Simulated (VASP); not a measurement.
# BN (P-6m2) in VASP: equation of state

How stiff is BN in PBE, and what volume does it want? The cell is scaled to several volumes.

Program: VASP 6.6.1. These are calculated values, not measurements. Logs are shortened: lines on timing, memory, paths and dates and some standing lists are left out, and cuts for length are marked.

## 1. Starting point

It takes space group P-6m2 (No. 187, hexagonal). The conventional cell has a = 2.510 Å, b = 2.510 Å, c = 6.690 Å, α = 90.00°, β = 90.00°, γ = 120.00°. N (site symmetry -6m2) has 3 B at 1.45 Å as nearest neighbours. N (site symmetry -6m2) has 3 B at 1.45 Å as nearest neighbours. B (site symmetry -6m2) is surrounded by 3 N at 1.45 Å. B (site symmetry -6m2) is surrounded by 3 N at 1.45 Å.

Measurements of this composition are mostly on another form, of space group No. 194.

## 2. Equation of state, PBE, 8.58 Å³/atom (volume scaled by 0.94)

File INCAR:

```
SYSTEM = BN
PREC = Accurate
ENCUT = 520
EDIFF = 1E-7
ISMEAR = -1
SIGMA = 0.05
LREAL = .False.
LASPH = .True.
NELM = 60
ALGO = Normal
ISIF = 2
LWAVE = .False.
LCHARG = .False.
GGA = PE
NBANDS = 16
```

File KPOINTS:

```
regular mesh
0
Gamma
  12 12 4
  0 0 0
```

File POSCAR:

```
BN
1.0
    2.4587611329      0.0000000000      0.0000000000
   -1.2293805664      2.1293496029      0.0000000000
    0.0000000000      0.0000000000      6.5534310673
N B
2 2
Direct
    0.6666666667      0.3333333333      0.5000000000
    0.0000000000      0.0000000000      0.0000000000
    0.3333333333      0.6666666667      0.0000000000
    0.0000000000      0.0000000000      0.5000000000
```

Potentials or basis: VASP PAW PBE potentials, release 64 (N, B).

Run with:

```bash
cat potpaw_PBE.64/N/POTCAR potpaw_PBE.64/B/POTCAR > POTCAR
mpirun -np 1 vasp_std > vasp.out
```

OUTCAR:

```text
SYSTEM = BN
   PREC = Accurate
   ENCUT = 520
   EDIFF = 1E-7
   ISMEAR = -1
   LREAL = .False.
   LASPH = .True.
   NELM = 60
   ISIF = 2
   GGA = PE

 ion  position               nearest neighbor table
   1  0.667  0.333  0.500-   4 1.42   4 1.42   4 1.42
   2  0.000  0.000  0.000-   3 1.42   3 1.42   3 1.42
   3  0.333  0.667  0.000-   2 1.42   2 1.42   2 1.42
   4  0.000  0.000  0.500-   1 1.42   1 1.42   1 1.42

  LATTYP: Found a hexagonal cell.
 ALAT       =     2.4587611329
 C/A-ratio  =     2.6653386454

  Lattice vectors:

 A1 = (   2.4587611329,   0.0000000000,   0.0000000000)
 A2 = (  -1.2293805664,   2.1293496029,   0.0000000000)
 A3 = (   0.0000000000,   0.0000000000,   6.5534310673)

Analysis of symmetry for initial positions (statically):
=====================================================================
 Subroutine PRICEL returns:
 Original cell was already a primitive cell.

 Routine SETGRP: Setting up the symmetry group for a
 hexagonal supercell.

 Subroutine GETGRP returns: Found 12 space group operations
 (whereof 12 operations were pure point group operations)
 out of a pool of 24 trial point group operations.

The static configuration has the point symmetry D_3h.

Analysis of symmetry for dynamics (positions and initial velocities):
=====================================================================
 Subroutine PRICEL returns:
 Original cell was already a primitive cell.

 Routine SETGRP: Setting up the symmetry group for a
 hexagonal supercell.

 Subroutine GETGRP returns: Found 12 space group operations
 (whereof 12 operations were pure point group operations)
 out of a pool of 24 trial point group operations.

The dynamic configuration has the point symmetry D_3h.

 Subroutine INISYM returns: Found 12 space group operations
 (whereof 12 operations are pure point group operations),
 and found     1 'primitive' translations

----------------------------------------------------------------------------------------

                                     Primitive cell

  volume of cell :      34.3109

  direct lattice vectors                    reciprocal lattice vectors
     2.458761133  0.000000000  0.000000000     0.406708885  0.234813485  0.000000000
    -1.229380566  2.129349603  0.000000000     0.000000000  0.469626969  0.000000000
     0.000000000  0.000000000  6.553431067     0.000000000  0.000000000  0.152591824

  length of vectors
     2.458761133  2.458761133  6.553431067     0.469626969  0.469626969  0.152591824

  position of ions in fractional coordinates (direct lattice)
     0.666666667  0.333333333  0.500000000
     0.000000000  0.000000000  0.000000000
     0.333333333  0.666666667  0.000000000
     0.000000000  0.000000000  0.500000000

  ion indices of the primitive-cell ions
   primitive index   ion index
                 1           1
                 2           2
                 3           3
                 4           4

----------------------------------------------------------------------------------------

 KPOINTS: regular mesh

Automatic generation of k-mesh.
 Grid dimensions read from file:
 generate k-points for:   12   12    4

 Generating k-lattice:

  Cartesian coordinates                     Fractional coordinates (reciprocal lattice)
     0.033892407  0.019567790  0.000000000     0.083333333  0.000000000  0.000000000
     0.000000000  0.039135581  0.000000000     0.000000000  0.083333333  0.000000000
     0.000000000  0.000000000  0.038147956     0.000000000  0.000000000  0.250000000

  Length of vectors
     0.039135581  0.039135581  0.038147956

  Shift w.r.t. Gamma in fractional coordinates (k-lattice)
     0.000000000  0.000000000  0.000000000

 Subroutine IBZKPT returns following result:
 ===========================================

 Found     57 irreducible k-points:

 Following reciprocal coordinates:
            Coordinates               Weight
  0.000000  0.000000  0.000000      1.000000
  0.083333  0.000000  0.000000      6.000000
  0.166667  0.000000  0.000000      6.000000
  0.250000  0.000000  0.000000      6.000000
  0.333333  0.000000  0.000000      6.000000
  0.416667  0.000000  0.000000      6.000000
[... 42 lines left out ...]
  0.333333  0.083333  0.500000     12.000000
  0.416667  0.083333  0.500000     12.000000
 [... further k-points ...]
   k-points           NKPTS =     57   k-points in BZ     NKDIM =     57   number of bands    NBANDS=     16
   number of dos      NEDOS =    301   number of ions     NIONS =      4
   total plane-waves  NPLWV =  16200
   dimension x,y,z NGX =    18 NGY =   18 NGZ =   50
   dimension x,y,z NGXF=    36 NGYF=   36 NGZF=  100
   ions per type =               2   2
   NGX,Y,Z   is equivalent  to a cutoff of  12.17, 12.17, 12.68 a.u.
   NGXF,Y,Z  is equivalent  to a cutoff of  24.34, 24.34, 25.37 a.u.
 SYSTEM =  BN
   PREC   = accura    normal or accurate (medium, high low for compatibility)
   ISTART =      0    job   : 0-new  1-cont  2-samecut
   ICHARG =      2    charge: 1-file 2-atom 10-const
   ISPIN  =      1    spin polarized calculation?
   LNONCOLLINEAR =      F non collinear calculations
   LSORBIT =      F    spin-orbit coupling
   LASPH  =      T    aspherical Exc in radial PAW
   ENCUT  =  520.0 eV  38.22 Ry    6.18 a.u.   4.57  4.57 12.19*2*pi/ulx,y,z
   NELM   =     60;   NELMIN=  2; NELMDL= -5     # of ELM steps
   EDIFF  = 0.1E-06   stopping-criterion for ELM
   LREAL  =      F    real-space projection
   EDIFFG = 0.1E-05   stopping-criterion for IOM
   NSW    =      0    number of steps for IOM
   IBRION =     -1    ionic relax: 0-MD 1-quasi-New 2-CG
   NFREE  =      0    steps in history (QN), initial steepest desc. (CG)
   ISIF   =      2    stress and relaxation
   ISYM   =      2    0-nonsym 1-usesym 2-fastsym
   POTIM  = 0.5000    time-step for ionic-motion
   TEBEG  =    0.0;   TEEND  =   0.0 temperature during run
   PSTRESS=    0.0 pullay stress
   NELECT =      16.0000    total number of electrons
   NUPDOWN=      -1.0000    fix difference up-down
   EMIN   =  10.00;   EMAX   =-10.00  energy-range for DOS
   EFERMI =   0.00;   METHOD = LEGACY
   ISMEAR =    -1;   SIGMA  =   0.05  broadening in eV -4-tet -1-fermi 0-gaus
   EFERMI_NEDOS =   21; number of points for ismear=-14 and -15
   IALGO  =     38    algorithm
   IMIX   =      4    mixing-type and parameters
     AMIX     =   0.40;   BMIX     =  1.00
     AMIX_MAG =   1.60;   BMIX_MAG =  1.00
  volume/ion in A,a.u.               =       8.58        57.89
  Fermi-wavevector in a.u.,A,eV,Ry     =   1.269514  2.399033 21.928043  1.611666
  Thomas-Fermi vector in A             =   2.402551
   LORBIT       =      0    0 simple, 1 ext, 2 COOP (PROOUT), +10 PAW based schemes
   GGA     = PE    functional components
   LHFCALC =     F    Hartree Fock is set to
   AEXX    =    0.0000 exact exchange contribution
   IVDW    =     0    specifies the selected vdW correction
   LEPSILON=     F    determine dielectric tensor
   LRPA    =     F    only Hartree local field effects (RPA)
 non-spin polarized calculation
  energy-cutoff  :      520.00
  volume of cell :       34.31
 maximum number of plane-waves:       944
   NGX =  9   NGY =  9   NGZ = 25

 number of electron      15.9999999 magnetization

 Free energy of the ion-electron system (eV)
  ---------------------------------------------------
  ext. energy  EPLUGINS =         0.00000000
  ---------------------------------------------------
  free energy    TOTEN  =       -35.03009748 eV

  energy without entropy =      -35.03009748  energy(sigma->0) =      -35.03009748

 E-fermi :   3.6575     XC(G=0): -10.2799

 val. band max:        2.6721678975   @ k =   0.3333   0.3333   0.5000
 cond. band min:       7.1226857520   @ k =   0.5000   0.0000   0.0000
 fundamental gap:      4.4505178545
 Fermi energy:         3.6574520440

 k-point     1 :       0.0000    0.0000    0.0000
  band No.  band energies     occupation
      1     -15.5329      2.00000
      2     -15.2000      2.00000
      3      -3.9256      2.00000
      4      -1.7152      2.00000
      5       1.3146      2.00000
      6       1.3146      2.00000
[... 8 lines left out ...]
     15      15.8972      0.00000
     16      16.4284      0.00000

 k-point     2 :       0.0833    0.0000    0.0000
  band No.  band energies     occupation
      1     -15.3914      2.00000
      2     -15.0633      2.00000
      3      -3.7298      2.00000
      4      -1.5403      2.00000
      5       0.7408      2.00000
      6       0.8500      2.00000
[... 8 lines left out ...]
     15      15.9027      0.00000
     16      16.3349      0.00000

 k-point     3 :       0.1667    0.0000    0.0000
  band No.  band energies     occupation
      1     -14.9741      2.00000
      2     -14.6603      2.00000
      3      -3.1488      2.00000
      4      -1.0267      2.00000
      5      -0.7156      2.00000
      6      -0.5977      2.00000
[... 8 lines left out ...]
     15      17.0769      0.00000
     16      17.4316      0.00000

 k-point     4 :       0.2500    0.0000    0.0000
  band No.  band energies     occupation
      1     -14.3071      2.00000
      2     -14.0183      2.00000
      3      -2.5728      2.00000
      4      -2.4364      2.00000
      5      -2.2063      2.00000
      6      -0.3985      2.00000
[... 8 lines left out ...]
     15      18.6726      0.00000
     16      19.3468      0.00000
[... 628 lines left out ...]
 k-point    38 :       0.3333    0.3333    0.2500
  band No.  band energies     occupation
      1     -11.5354      2.00000
      2     -11.4279      2.00000
      3      -5.6410      2.00000
      4      -5.5519      2.00000
      5      -4.6372      2.00000
      6      -4.5449      2.00000
[... 8 lines left out ...]
     15      18.0926      0.00000
     16      20.2593      0.00000

 k-point    39 :       0.0000    0.0000    0.5000
  band No.  band energies     occupation
      1     -15.4222      2.00000
      2     -15.3217      2.00000
      3      -2.9909      2.00000
      4      -2.9018      2.00000
      5       1.3155      2.00000
      6       1.3155      2.00000
[... 8 lines left out ...]
     15      16.2750      0.00000
     16      16.2900      0.00000

 k-point    40 :       0.0833    0.0000    0.5000
  band No.  band energies     occupation
      1     -15.2829      2.00000
      2     -15.1823      2.00000
      3      -2.8049      2.00000
      4      -2.7152      2.00000
      5       0.7462      2.00000
      6       0.8528      2.00000
[... 8 lines left out ...]
     15      16.0241      0.00000
     16      16.0867      0.00000

 [... further k-points ...]

------------------------ aborting loop because EDIFF is reached ----------------------------------------

  FORCE on cell =-STRESS in cart. coord.  units (eV):
  Direction    XX          YY          ZZ          XY          YZ          ZX
  --------------------------------------------------------------------------------------
  -------------------------------------------------------------------------------------
  Total        5.4675665      5.4675665      0.6990303      0.0000000      0.0000000     -0.0000000
  in kB      255.3128112    255.3128112     32.6418343      0.0000000      0.0000000     -0.0000000
  external PRESSURE =     181.0891522 kB  Pullay stress =       0.0000000 kB

 VOLUME and BASIS-vectors are now :
 -----------------------------------------------------------------------------
  energy-cutoff  :      520.00
  volume of cell :       34.31
      direct lattice vectors                 reciprocal lattice vectors
     2.458761133  0.000000000  0.000000000     0.406708885  0.234813485  0.000000000
    -1.229380566  2.129349603  0.000000000     0.000000000  0.469626969  0.000000000
     0.000000000  0.000000000  6.553431067     0.000000000  0.000000000  0.152591824

 POSITION                                       TOTAL-FORCE (eV/Angst)
 -----------------------------------------------------------------------------------
      1.22938      0.70978      3.27672         0.000000     -0.000000      0.000000
      0.00000      0.00000      0.00000         0.000000     -0.000000      0.000000
     -0.00000      1.41957      0.00000        -0.000000     -0.000000      0.000000
      0.00000      0.00000      3.27672        -0.000000      0.000000      0.000000
 -----------------------------------------------------------------------------------
    total drift:                                0.000003     -0.000002     -0.000000

  FREE ENERGIE OF THE ION-ELECTRON SYSTEM (eV)
  ---------------------------------------------------
  free  energy   TOTEN  =       -35.0300974833 eV

  energy  without entropy=      -35.0300974832  energy(sigma->0) =      -35.03009748
```

It took 29 s on 1 thread of Intel Xeon Platinum 8559C (Emerald Rapids), shared host; peak memory 0.14 GiB.

Results:

| Quantity | Value |
| --- | --- |
| Free energy | -35.0301 eV |
| Pressure | 18.1 GPa |
| Band gap on the k mesh | 4.45 eV, indirect (least direct gap 4.61 eV) |

Caveat: this functional lacks dispersion, which binds the layers, so the pressure and a relaxed spacing across them are unreliable.

## 3. Equation of state, PBE, 8.76 Å³/atom (volume scaled by 0.96)

File INCAR:

```
SYSTEM = BN
PREC = Accurate
ENCUT = 520
EDIFF = 1E-7
ISMEAR = -1
SIGMA = 0.05
LREAL = .FALSE.
LASPH = .TRUE.
NELM = 80
ALGO = Normal
ISIF = 2
LWAVE = .FALSE.
LCHARG = .FALSE.
GGA = PE
NBANDS = 16
```

File KPOINTS:

```
Automatic mesh
0
G
  12 12 4
  0 0 0
```

File POSCAR:

```
BN
1.0
    2.4760769226      0.0000000000      0.0000000000
   -1.2380384613      2.1443455167      0.0000000000
    0.0000000000      0.0000000000      6.5995835109
N B
2 2
Direct
    0.6666666667      0.3333333333      0.5000000000
    0.0000000000      0.0000000000      0.0000000000
    0.3333333333      0.6666666667      0.0000000000
    0.0000000000      0.0000000000      0.5000000000
```

Potentials or basis: VASP PAW PBE potentials, release 64 (N, B).

Run with:

```bash
cat potpaw_PBE.64/N/POTCAR potpaw_PBE.64/B/POTCAR > POTCAR
mpirun -np 1 vasp_std > vasp.out
```

It took 28 s on 1 thread of Intel Xeon Platinum 8559C (Emerald Rapids), shared host; peak memory 0.15 GiB.

Results (log left out):

* Free energy: -35.0993 eV
* Pressure: 12.1 GPa
* Band gap on the k mesh: 4.42 eV, indirect (least direct gap 4.56 eV)

Caveat: this functional lacks dispersion, which binds the layers, so the pressure and a relaxed spacing across them are unreliable.

## 4. Equation of state, PBE, 8.94 Å³/atom (volume scaled by 0.98)

File INCAR:

```
SYSTEM = BN
ALGO = Normal
EDIFF = 1E-7
ENCUT = 520
GGA = PE
ISIF = 2
ISMEAR = -1
LASPH = .True.
LCHARG = .False.
LREAL = .False.
LWAVE = .False.
NBANDS = 16
NELM = 80
PREC = Accurate
SIGMA = 0.05
```

File KPOINTS:

```
k-points
0
Gamma
  12 12 4
  0 0 0
```

File POSCAR:

```
BN
1.0
    2.4931538548      0.0000000000      0.0000000000
   -1.2465769274      2.1591345738      0.0000000000
    0.0000000000      0.0000000000      6.6450993183
N B
2 2
Direct
    0.6666666667      0.3333333333      0.5000000000
    0.0000000000      0.0000000000      0.0000000000
    0.3333333333      0.6666666667      0.0000000000
    0.0000000000      0.0000000000      0.5000000000
```

Run with:

```bash
cat potpaw_PBE.64/N/POTCAR potpaw_PBE.64/B/POTCAR > POTCAR
mpirun -np 1 vasp_std > vasp.out
```

Run time: 31 s. Hardware: 1 thread of Intel Xeon Platinum 8559C (Emerald Rapids), shared host; peak memory 0.15 GiB.

It converged, with:

```yaml
Free_energy: -35.1422 eV
Pressure: 6.5 GPa
Band_gap_on_the_k_mesh: 4.39 eV, indirect (least direct gap 4.52 eV)
```

Caveat: this functional lacks dispersion, which binds the layers, so the pressure and a relaxed spacing across them are unreliable.

## 5. Equation of state, PBE, 9.31 Å³/atom (volume scaled by 1.02)

File INCAR:

```
PREC = Accurate ; ENCUT = 520
EDIFF = 1E-7 ; ISMEAR = -1
SIGMA = 0.05 ; LREAL = False
LASPH = True ; NELM = 80
ALGO = Normal ; ISIF = 2
LWAVE = False ; LCHARG = False
GGA = PE ; NBANDS = 16
```

File KPOINTS:

```
Automatic mesh
0
Gamma
  12 12 4
```

File POSCAR:

```
BN
1.0
    2.5266230010      0.0000000000      0.0000000000
   -1.2633115005      2.1881197046      0.0000000000
    0.0000000000      0.0000000000      6.7343059270
N B
2 2
Direct
    0.6666666667      0.3333333333      0.5000000000
    0.0000000000      0.0000000000      0.0000000000
    0.3333333333      0.6666666667      0.0000000000
    0.0000000000      0.0000000000      0.5000000000
```

Run with:

```bash
cat potpaw_PBE.64/N/POTCAR potpaw_PBE.64/B/POTCAR > POTCAR
mpirun -np 1 vasp_std > vasp.out
```

Run time: 23 s. Hardware: 1 thread of Intel Xeon Platinum 8559C (Emerald Rapids), shared host; peak memory 0.15 GiB.

The run converged. Its results:

```
Free energy            : -35.1580 eV
Pressure               : -3.1 GPa
Band gap on the k mesh : 4.32 eV, indirect (least direct gap 4.43 eV)
```

Caveat: this functional lacks dispersion, which binds the layers, so the pressure and a relaxed spacing across them are unreliable.

## 6. Equation of state, PBE, 9.49 Å³/atom (volume scaled by 1.04)

File INCAR:

```
SYSTEM = BN
PREC     = Accurate       ! precision mode
ENCUT    = 520            ! plane-wave cutoff, eV
EDIFF    = 1E-7           ! SCF threshold, eV
ISMEAR   = -1             ! smearing method
SIGMA    = 0.05           ! smearing width, eV
LREAL    = .FALSE.        ! projectors in reciprocal space
LASPH    = .TRUE.         ! aspherical terms in the spheres
NELM     = 80             ! most SCF steps
ALGO     = Normal         ! electronic algorithm
ISIF     = 2              ! what is computed and relaxed
LWAVE    = .FALSE.        ! write WAVECAR
LCHARG   = .FALSE.        ! write CHGCAR
GGA      = PE             ! functional
NBANDS   = 16             ! bands
```

File KPOINTS:

```
Automatic mesh
0
G
  12 12 4
  0 0 0
```

File POSCAR:

```
BN
1.0
    2.5430301036      0.0000000000      0.0000000000
   -1.2715150518      2.2023286723      0.0000000000
    0.0000000000      0.0000000000      6.7780364116
N B
2 2
Direct
    0.6666666667      0.3333333333      0.5000000000
    0.0000000000      0.0000000000      0.0000000000
    0.3333333333      0.6666666667      0.0000000000
    0.0000000000      0.0000000000      0.5000000000
```

Potentials or basis: VASP PAW PBE potentials, release 64 (N, B).

Run with:

```bash
cat potpaw_PBE.64/N/POTCAR potpaw_PBE.64/B/POTCAR > POTCAR
mpirun -np 1 vasp_std > vasp.out
```

Run time: 30 s. Hardware: 1 thread of Intel Xeon Platinum 8559C (Emerald Rapids), shared host; peak memory 0.16 GiB.

The run converged. Its results:

| Item | Value |
| --- | --- |
| Free energy | -35.1348 eV |
| Pressure | -7.3 GPa |
| Band gap on the k mesh | 4.29 eV, indirect (least direct gap 4.39 eV) |

Caveat: this functional lacks dispersion, which binds the layers, so the pressure and a relaxed spacing across them are unreliable.

(Continued in part 2 of 2.)
